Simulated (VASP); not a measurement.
A calculation with VASP 6.6.1 of MgTe (ASE script, structure typed inline):

File run.py:

```python
from ase import Atoms
from ase.calculators.vasp import Vasp
from ase.dft.bandgap import bandgap

atoms = Atoms(
    ['Te', 'Mg'],
    cell=[[0.0, 3.2319988239, 3.2319988239], [3.2319988239, 0.0, 3.2319988239], [3.2319988239, 3.2319988239, 0.0]],
    scaled_positions=[[0.25, 0.25, 0.25], [0.0, 0.0, 0.0]],
    pbc=True,
)
calc = Vasp(
    directory='calc',
    xc='pbesol',
    pp='PBE',
    setups='recommended',
    pp_version='54',
    prec='Accurate',
    encut=520,
    ediff=1e-07,
    ismear=0,
    sigma=0.02,
    lreal=False,
    lasph=True,
    nelm=60,
    algo='Fast',
    isif=2,
    lwave=False,
    lcharg=True,
    lelf=True,
    lvhar=True,
    kpts=[7, 7, 7],
    gamma=True,
    nbands=11,
)
atoms.calc = calc

print('energy (eV):', atoms.get_potential_energy())
print('free energy (eV):', atoms.get_potential_energy(force_consistent=True))
print('forces (eV/A):')
print(atoms.get_forces())
print('stress (eV/A^3, Voigt):', atoms.get_stress())
print('Fermi level (eV):', calc.get_fermi_level())
gap, top, bottom = bandgap(calc)
print('band gap (eV):', gap, 'from (spin, k, band)', top, 'to', bottom)
```

Potentials or basis: VASP PAW PBE potentials, release 54 (Te, Mg).

The run is started by

```console
$ python run.py
```

The cell comes from a database or a generator and needn't be the stable form of this composition.

Question: Write the same calculation in another form: native input, structure from a POSCAR.

Answer: As run:

Contents of INCAR:

```
SYSTEM = MgTe
ALGO     = Normal         ! electronic algorithm
EDIFF    = 1E-7           ! SCF threshold, eV
ENCUT    = 520            ! plane-wave cutoff, eV
GGA      = PS             ! functional
ISIF     = 2              ! what is computed and relaxed
ISMEAR   = 0              ! smearing method
LASPH    = .True.         ! aspherical terms in the spheres
LCHARG   = .False.        ! write CHGCAR
LREAL    = .False.        ! projectors in reciprocal space
LWAVE    = .False.        ! write WAVECAR
NELM     = 80             ! most SCF steps
PREC     = Accurate       ! precision mode
SIGMA    = 0.02           ! smearing width, eV
```

KPOINTS

```
k-points
0
Gamma
  7 7 7
  0 0 0
```

POSCAR

```
MgTe
4.5707
    0.000000000000      0.707112438773      0.707112438773
    0.707112438773      0.000000000000      0.707112438773
    0.707112438773      0.707112438773      0.000000000000
Te Mg
1 1
Direct
    0.2500000000      0.2500000000      0.2500000000
    0.0000000000      0.0000000000      0.0000000000
```

Potentials or basis: VASP PAW PBE potentials, release 54 (Te, Mg).

Run with:

```sh
$ cat potpaw_PBE.54/Te/POTCAR potpaw_PBE.54/Mg/POTCAR > POTCAR
$ mpirun -np 1 vasp_std > vasp.out
```

Both were run:

|  | ASE script, structure typed inline | native input, structure from a POSCAR |
| --- | --- | --- |
| Pressure | -0.4 GPa | -0.4 GPa |
| Band gap on the k mesh | 2.30 eV, direct | 2.30 eV, direct |

Keys that steer only the numerical path or the files written may differ.

Caveat: the PAW data sets were made with another functional, which shifts forces and pressure a little; spin-orbit coupling is left out, which moves the levels of the heavy elements.
